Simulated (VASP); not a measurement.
# KF, band structure: which settings are enough?

KF, Fm-3m (no. 225), 2 atoms in the cell. TB-mBJ; PAW potentials K_sv, F (PBE set). VASP 6.6.1.

Wanted: band energies at the path's corners within 0.02 eV; gap on the path within 0.01 eV.

What the run is for: bands; Accuracy asked: standard; Route: KPOINTS_OPT.

Band energies at the path's corners: counted from the valence top.

POSCAR:
```
KF
1.0
    0.0000000000      2.6718500000      2.6718500000
    2.6718500000      0.0000000000      2.6718500000
    2.6718500000      2.6718500000      0.0000000000
K F
1 1
Direct
    0.0000000000      0.0000000000      0.0000000000
    0.5000000000      0.5000000000      0.5000000000
```

The series start from Plane-wave cutoff (eV): 460; k-point mesh: 6 × 6 × 6; k points a path segment: 12; Electronic threshold (eV): 1e-6; Precision mode (PREC): Accurate; Bands in all (NBANDS): 20. Each series keeps the choices made before it, and each single choice may use up half of a tolerance. Times cover all steps of a run.

## Plane-wave cutoff (eV)

| Plane-wave cutoff (eV) | Band energies at the path's corners, largest deviation (eV) | Gap on the path (eV) | Time (s) |
|---|---|---|---|
| 320 | 0.408 | 10.598 | 34 |
| 400 | 0.040 | 10.231 | 62 |
| 460 | 0.019 | 10.200 | 65 |
| 520 | 0.021 | 10.212 | 75 |
| 640 (reference) | 0.000 | 10.191 | 58 |

## k-point mesh

| k-point mesh | Band energies at the path's corners, largest deviation (eV) | Gap on the path (eV) | Time (s) |
|---|---|---|---|
| 3 × 3 × 3 | 0.001 | 10.192 | 59 |
| 4 × 4 × 4 | 0.000 | 10.191 | 53 |
| 5 × 5 × 5 | 0.000 | 10.191 | 49 |
| 6 × 6 × 6 | 0.000 | 10.191 | 58 |
| 7 × 7 × 7 | 0.000 | 10.191 | 70 |
| 9 × 9 × 9 | 0.000 | 10.191 | 96 |
| 11 × 11 × 11 (reference) | 0.000 | 10.191 | 145 |

## k points a path segment

| k points a path segment | Band energies at the path's corners, largest deviation (eV) | Gap on the path (eV) | Time (s) |
|---|---|---|---|
| 5 | 0.000 | 10.192 | 42 |
| 8 | 0.000 | 10.192 | 47 |
| 12 | 0.000 | 10.192 | 59 |
| 20 | 0.000 | 10.192 | 68 |
| 32 (reference) | 0.000 | 10.192 | 90 |

## Electronic threshold (eV)

| Electronic threshold (eV) | Band energies at the path's corners, largest deviation (eV) | Gap on the path (eV) | Time (s) |
|---|---|---|---|
| 0.001 | 0.001 | 10.192 | 36 |
| 0.0001 | 0.000 | 10.192 | 36 |
| 1e-5 | 0.000 | 10.192 | 35 |
| 1e-6 | 0.000 | 10.192 | 42 |
| 1e-7 (reference) | 0.000 | 10.192 | 44 |

## Precision mode (PREC)

| Precision mode (PREC) | Band energies at the path's corners, largest deviation (eV) | Gap on the path (eV) | Time (s) |
|---|---|---|---|
| SingleN | 0.584 | 10.776 | 17 |
| Normal | 0.020 | 10.212 | 16 |
| Accurate (reference) | 0.000 | 10.192 | 36 |

## Bands in all (NBANDS)

| Bands in all (NBANDS) | Band energies at the path's corners, largest deviation (eV) | Gap on the path (eV) | Time (s) |
|---|---|---|---|
| 10 | 0.224 | 10.192 | 21 |
| 11 | 0.003 | 10.190 | 26 |
| 12 | 0.001 | 10.193 | 22 |
| 14 | 0.004 | 10.194 | 20 |
| 20 | 0.000 | 10.192 | 36 |
| 30 (reference) | 0.000 | 10.192 | 33 |

## Question

The rows run from the loosest to the tightest. For each series: choose the loosest value from which every tighter one stays within half of the tolerance.

## Answer

- Plane-wave cutoff (eV): 640, the tightest run, since the next looser one is off by more than half of the tolerance (convergence isn't shown beyond it)
- k-point mesh: 3 × 3 × 3
- k points a path segment: 5
- Electronic threshold (eV): 0.001
- Precision mode (PREC): Accurate, the last of the list; the one before it is off by more than half of the tolerance
- Bands in all (NBANDS): 11

## All choices together

| Input | Band energies at the path's corners, largest deviation (eV) | Gap on the path (eV) | Time (s) |
|---|---|---|---|
| the program's defaults (naive) | 0.184 | 10.375 | 16 |
| chosen settings | 0.003 | 10.190 | 26 |
| reference settings throughout | 0.000 | 10.191 | 245 |

The chosen settings stay within the tolerance of the reference run, but the reference itself isn't shown to be converged in: Plane-wave cutoff (eV).

## The input

INCAR.step1:
```
SYSTEM = KF
ISMEAR = 0
SIGMA = 0.03
LWAVE = .True.
LCHARG = .False.
NBANDS = 11
PREC = Accurate
LASPH = .True.
LREAL = .False.
ALGO = Normal
EDIFF = 0.001
NELM = 120
GGA_COMPAT = .False.
ENCUT = 640
EFERMI = MIDGAP
GGA = PE
```

INCAR.step2, as INCAR.step1 but for:
```
- LWAVE = .True.
- GGA = PE
+ METAGGA = MBJ
+ LWAVE = .False.
+ LMIXTAU = .True.
+ ISTART = 1
```

KPOINTS:
```
Automatic mesh
0
Gamma
  3 3 3
  0 0 0
```

KPOINTS_OPT:
```
path GXWKGLUWLK,UX
5
line-mode
reciprocal
 0.0000000000  0.0000000000  0.0000000000  G
 0.5000000000  0.0000000000  0.5000000000  X

 0.5000000000  0.0000000000  0.5000000000  X
 0.5000000000  0.2500000000  0.7500000000  W

 0.5000000000  0.2500000000  0.7500000000  W
 0.3750000000  0.3750000000  0.7500000000  K

 0.3750000000  0.3750000000  0.7500000000  K
 0.0000000000  0.0000000000  0.0000000000  G

 0.0000000000  0.0000000000  0.0000000000  G
 0.5000000000  0.5000000000  0.5000000000  L

 0.5000000000  0.5000000000  0.5000000000  L
 0.6250000000  0.2500000000  0.6250000000  U

 0.6250000000  0.2500000000  0.6250000000  U
 0.5000000000  0.2500000000  0.7500000000  W

 0.5000000000  0.2500000000  0.7500000000  W
 0.5000000000  0.5000000000  0.5000000000  L

 0.5000000000  0.5000000000  0.5000000000  L
 0.3750000000  0.3750000000  0.7500000000  K

 0.6250000000  0.2500000000  0.6250000000  U
 0.5000000000  0.0000000000  0.5000000000  X
```

Commands (each step's output is kept before the next begins):
```
cat potpaw_PBE.64/K_sv/POTCAR potpaw_PBE.64/F/POTCAR > POTCAR
cp INCAR.step1 INCAR
mpirun -np 1 vasp_std > vasp.out
cp INCAR.step2 INCAR
mpirun -np 1 vasp_std > vasp.out
```

The chosen input took VASP 6.6.1 26 s on 1 core (Intel Xeon 6975P-C (Granite Rapids)), a shared host.

## An input that fails: cutoff far too low

It runs to its end, but against the unchanged starting input it is off by 3.039 eV in the band energies at the path's corners, 2.152 eV in the gap on the path.

Changes against the starting input:
```
(all steps)
- NELM = 120
- ENCUT = 460
+ NELM = 79
+ ENCUT = 180
```
